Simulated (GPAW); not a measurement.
# Zr (P6_3/mmc) in GPAW: notebook, part 2 of 2

GPAW 26.7.0. Earlier steps stand in the parts before.

### 4 Optical spectrum, PBE

This run uses another cell than the first one, of 22.82 Å³/atom, 1.043 times its volume.

Input file run.py:

```python
from ase.dft.bandgap import bandgap
from ase.io import read, write
from gpaw import GPAW, PW
from gpaw.response.df import DielectricFunction

atoms = read('POSCAR')

calc = GPAW(mode=PW(450),
            xc='PBE',
            kpts={'size': (8, 8, 4), 'gamma': True},
            occupations={'name': 'fermi-dirac', 'width': 0.05},
            nbands=24,
            convergence={'density': 1e-06},
            maxiter=150,
            txt='gpaw.txt')
atoms.calc = calc
energy = atoms.get_potential_energy()
calc.write('gs.gpw')
write('result.traj', atoms)
print(f'Energy: {energy:.6f} eV')
print('Fermi level:', round(calc.get_fermi_level(), 4), 'eV')
print(f'Gap: {bandgap(calc)[0]:.4f} eV, direct: {bandgap(calc, direct=True)[0]:.4f} eV')

dense = calc.fixed_density(kpts={'size': (21, 21, 12), 'gamma': True},
                           nbands=38, convergence={'bands': 32, 'eigenstates': 1e-7},
                           update_fermi_level=True, txt='dense.txt')
dense.write('dense.gpw', mode='all')

df = DielectricFunction('dense.gpw', frequencies={'type': 'nonlinear', 'domega0': 0.05, 'omega2': 10},
                        eta=0.1, ecut=50, nbands=32, rate='eta', txt='df.txt')
for direction in ['x', 'z']:
    df.get_dielectric_function(xc='RPA', direction=direction, filename=f'df_{direction}.csv')
```

Input file POSCAR:

```
Zr
1.0
    3.2103080712      0.0000000000      0.0000000000
   -1.6051540356      2.7802083436      0.0000000000
    0.0000000000      0.0000000000      5.1124553350
Zr
2
Direct
    0.6666666667      0.3333333333      0.7500000000
    0.3333333333      0.6666666667      0.2500000000
```

Potentials or basis: GPAW PAW data sets (gpaw-data 1.2.1), pw.

On the command line:

```bash
$ OMP_NUM_THREADS=1 python run.py
```

gpaw.txt:

```text
__  _  _
 | _ |_)|_||  |
 |__||  | ||/\| - 26.7.0

Input parameters:
  mode=PW(ecut=450.00000000000006),
  convergence={'density': 1e-06},
  kpts=MonkhorstPack(size=(8, 8, 4), gamma=True),
  maxiter=150,
  nbands=24,
  occupations=Occupations(name='fermi-dirac', width=0.05),
  xc=XC(name='PBE')

Diagonalizing LCAO Hamiltonian
Converting LCAO to pw mode

           Zr

        Zr

Atoms  # Å, Bohr magnetons
|   | symbol |         x |        y |        z |    initial magnetic moments |
|---|--------|-----------|----------|----------|-----------------------------|
| 0 |     Zr |  1.605154 | 0.926736 | 3.834342 | ( 0.0000,  0.0000,  0.0000) |
| 1 |     Zr | -0.000000 | 1.853472 | 1.278114 | ( 0.0000,  0.0000,  0.0000) |

Unit cell  # Å
| periodic |         x |        y |        z |  lengths |     angles |
|----------|-----------|----------|----------|----------|------------|
|      yes |  3.210308 | 0.000000 | 0.000000 | 3.210308 |  90.000000 |
|      yes | -1.605154 | 2.780208 | 0.000000 | 3.210308 |  90.000000 |
|      yes |  0.000000 | 0.000000 | 5.112455 | 5.112455 | 120.000000 |

Number of symmetries: 12
Symmetry operations  # r_c * U_cc + t_c -> r_c
|    | kind |            matrix            |
|----|------|------------------------------|
|  0 |  σ   |  1, 1, 0,  0,-1, 0,  0, 0, 1 |
|  1 |  S6  |  1, 1, 0, -1, 0, 0,  0, 0,-1 |
|  2 |  E   |  1, 0, 0,  0, 1, 0,  0, 0, 1 |
|  3 |  C2  |  1, 0, 0, -1,-1, 0,  0, 0,-1 |
|  4 |  C2  |  0, 1, 0,  1, 0, 0,  0, 0,-1 |
|  5 |  C3  |  0, 1, 0, -1,-1, 0,  0, 0, 1 |
|  6 |  S6  |  0,-1, 0,  1, 1, 0,  0, 0,-1 |
|  7 |  σ   |  0,-1, 0, -1, 0, 0,  0, 0, 1 |
|  8 |  σ   | -1, 0, 0,  1, 1, 0,  0, 0, 1 |
|  9 |  i   | -1, 0, 0,  0,-1, 0,  0, 0,-1 |
| 10 |  C3  | -1,-1, 0,  1, 0, 0,  0, 0, 1 |
| 11 |  C2  | -1,-1, 0,  0, 1, 0,  0, 0,-1 |

BZ-sampling:
  Number of BZ points: 256
  Number of IBZ points: 35

  Monkhorst-Pack size: [8, 8, 4]
  Monkhorst-Pack shift: [0.0625, 0.0625, 0.125]

K-points  # in reciprocal-cell coordinates
|     |                                coordinates |     weight |
|-----|--------------------------------------------|------------|
|   0 | (  0.00000000,   0.00000000,   0.00000000) | 0.00390625 |
|   1 | (  0.00000000,   0.00000000,   0.25000000) | 0.00781250 |
|   2 | (  0.00000000,   0.00000000,   0.50000000) | 0.00390625 |
|   3 | (  0.12500000,   0.00000000,  -0.25000000) | 0.02343750 |
|   4 | (  0.12500000,   0.00000000,   0.00000000) | 0.02343750 |
|   5 | (  0.12500000,   0.00000000,   0.25000000) | 0.02343750 |
|   6 | (  0.12500000,   0.00000000,   0.50000000) | 0.02343750 |
|   7 | (  0.25000000,  -0.12500000,   0.00000000) | 0.02343750 |
|   8 | (  0.25000000,  -0.12500000,   0.25000000) | 0.04687500 |
|   9 | (  0.25000000,  -0.12500000,   0.50000000) | 0.02343750 |
| ... |                                            |            |
|  34 | (  0.50000000,   0.50000000,   0.50000000) | 0.01171875 |

Plane wave coefficients: 1014
Cutoff: 450.00000000000006 eV

Spin-components: 1 (collinear spins)
Bands:           24
Projectors:      12
Spin-degeneracy: 2
Datatype:        complex128

Parallelization:
  kpt:    1
  domain: 1
  band:   1

Density:
  Valence electrons: 24.0
  Components: 1
  Grid points: [16 16 27]
  Charge: 0.0  # |e|

Potential:
  Grid points: [16 16 27]

species:
  Zr:
    name:    Zirconium
    Z:       40.0
    valence: 12
    core:    28
    charge:  0.0  # [|e|]
    compensation charges:
      type: gauss
      rc: 0.40  # [Å]
      lmax: 2
    cutoffs:
      filter: 2.39  # [Å]
      core: 1.59  # [Å]
    projectors
    | kind |    occ | energy [eV] | rcut [Å] |
    |------|--------|-------------|----------|
    |   4s |  2.000 |     -54.478 |    1.323 |
    |   5s |  2.000 |      -4.438 |    1.323 |
    |   4p |  6.000 |     -32.467 |    1.334 |
    |   5p |  0.000 |      -1.470 |    1.334 |
    |   4d |  2.000 |      -3.600 |    1.244 |
    |    d |        |      23.611 |    1.244 |

    Using partial waves for Zr as LCAO basis

Reference energy: -195787.142470  # eV

eigensolver:
  PPCG
  Converge bands: occupied
  niter=2

density mixing:
  MSR1-Mixer
  Pratt-step length: 0.05
  Maximum mixing coefficient: 0.75
  Old densities: 10
  SVD Regularization: 0.005
  Good broyden scale: 1.0
  Trust region scale: 1.0
  Backstep threshold: 4.0
  History deletion threshold: 6.0
  Fourier metric: weight=20.0, sigma=0.015

occupation numbers:
  Fermi-Dirac:
    width: 0.0500  # eV

poisson solver:
  ecut: 3600.0000000000005  # eV

xc functional:
  name: PBE with 2 nearest neighbor stencil

convergence criteria:
- Maximum integral of absolute [dens]ity change: 1e-06 electrons / valence electron
- Maximum [total energy] change in last 3 cyles: 0.0005 eV / valence electron
- Maximum integral of absolute [eigenst]ate change: 4e-08 eV^2 / valence electron
maximum number of iterations: 150

SCF iterations
|iter     | |      energy | eigst |  dens |
|---------|-|-------------|-------|-------|
|iter:   1| |  -15.038095 | -0.07 |       |
|iter:   2| |  -14.993673 | -1.76 | -1.30 |
|iter:   3| |  -14.757908 | -1.51 | -1.33 |
|iter:   4| |  -14.759351 | -2.75 | -1.92 |
|iter:   5| |  -14.760706c| -4.14 | -2.36 |
|iter:   6| |  -14.760718c| -5.52 | -3.53 |
|iter:   7| |  -14.760723c| -6.95 | -4.11 |
|iter:   8| |  -14.760723c| -7.86c| -4.48 |
|iter:   9| |  -14.760723c| -7.75c| -4.99 |
|iter:  10| |  -14.760723c| -8.69c| -6.03c|

Converged in 10 steps
Energy contributions relative to reference atoms: (reference = -195787.142470)

Energy contributions:
  Kinetic:           9.690793
  Coulomb:         -10.107228
  Zero:              0.581148
  External:          0.000000
  Xc:              -14.917996
  Entropy:          -0.014880
  Spinorbit:         0.000000
  ----------------------------
  Free energy:     -14.768163
  Extrapolated:    -14.760723

dipole moment: (0.000000, 0.000001, 0.000001)  # |e|*Ang

Fermi level: 9.681
Eigenvalues  # (at kpt = [0.000, 0.000, 0.000])
| band index |      eig [eV] | occ [0-2] |
|------------|---------------|-----------|
|          0 |       -39.152 |     2.000 |
|        ... |               |           |
|          2 |       -17.726 |     2.000 |
|          3 |       -16.805 |     2.000 |
|          4 |       -16.805 |     2.000 |
|          5 |       -16.657 |     2.000 |
|          6 |       -16.657 |     2.000 |
|          7 |       -16.656 |     2.000 |
[... 8 lines left out ...]
|         16 |        11.807 |     0.000 |
|         17 |        11.807 |     0.000 |
|        ... |               |           |
|         23 |        23.209 |     0.000 |

No gap
No difference between direct/indirect transitions
# Writing to gs.gpw (mode='')
```

Wall time 7.3 min (1 thread of Arm Neoverse V1, shared host); peak memory 0.71 GiB.

What came out:

```yaml
Free_energy: -14.7682 eV
Band_gap_on_the_k_mesh: none (metal or under the smearing width)
```

Dielectric function (mean over the directions given):
```csv
energy (eV),real part,imaginary part
0.25,-69.83,167.48
0.88,7.95,53.79
1.54,-3.33,38.20
2.18,-7.43,24.10
2.79,-7.82,17.52
3.43,-6.29,11.85
4.16,-4.22,9.06
4.79,-5.00,7.91
5.38,-4.83,5.82
6.07,-3.99,3.53
6.63,-2.63,2.36
7.29,-1.41,2.31
8.07,-1.09,3.22
8.71,-1.48,1.80
9.27,-0.40,1.48
9.96,-0.16,2.83
10.57,-0.95,2.35
11.20,-1.23,1.85
11.96,-0.99,1.39
12.53,-0.89,1.09
13.24,-0.70,0.88
13.85,-0.37,0.72
14.48,-0.39,0.77
15.13,-0.31,0.54
15.94,-0.15,0.44
16.64,-0.01,0.35
17.36,0.09,0.26
18.12,0.21,0.21
18.90,0.36,0.16
19.87,0.46,0.16
```

Caveat: the intraband term hangs on this k mesh; the long-wavelength limit can be off by several per cent where d states take part; independent-particle spectra lack excitons.

### 5 The runs side by side

| cell | gap on the mesh (eV) |
| --- | --- |
| P6_3/mmc, 21.88 Å³/atom | none |
| P6_3/mmc, 22.35 Å³/atom | none |
| P6_3/mmc, 22.82 Å³/atom | none |

Alike in all rows: task optical spectrum; level PBE; potentials or basis GPAW PAW data sets (gpaw-data 1.2.1), pw; no spin polarisation; k mesh 8 × 8 × 4; cutoff (eV) 450; smearing fermi-dirac 0.05 eV.

Every run on the cell as given and a fine mesh finds a metal.

Caveats: the intraband term hangs on this k mesh; the long-wavelength limit can be off by several per cent where d states take part; independent-particle spectra lack excitons.

Total energies depend on the potentials used, so only differences within one code and one set of settings carry meaning.
